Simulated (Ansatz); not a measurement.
**CuAu in Ansatz: the effect of strain**

The system is CuAu.

```
Au Cu
1.0
     2.81075    0.00000    0.00000
     0.00000    2.81075    0.00000
     0.00000    0.00000    3.53760
Au Cu
1 1
Direct
  0.00000 0.00000 0.00000
  0.50000 0.50000 0.50000
```

Alike in all runs:

| Property | Result |
| --- | --- |
| Program | Ansatz 0.2.0 |
| Task | band structure |
| Functional | PBEsol |
| Potentials or basis | Ansatz PAW |
| Cutoff | 420 eV (not typed: the program's choice for these potentials) |
| k mesh | 8 × 8 × 6 |
| Occupations | fermi-dirac, width 0.05 eV |
| Spin | no spin polarisation |
| Kind of strain | uniaxial |
| Path | [["G", "X", "M", "G", "Z", "R", "A", "Z"], ["X", "R"], ["M", "A"]] |
| Points for each segment of the path | 14 |

Q: One run gave: pressure -3.4 GPa. Which strain did it use?
A. 0.02
B. 0.01
C. -0.01
D. 0
E. -0.04

A: D.

```tsv
strain	pressure (GPa)
-0.04	3.4
-0.02	-0.2
-0.01	-1.8
0	-3.4
0.01	-4.9
0.02	-6.3
0.04	-8.8
```

Caveats: the PAW data sets come from PBE, with cores solved anew for the run's functional, which leaves a small shift of forces and pressure.
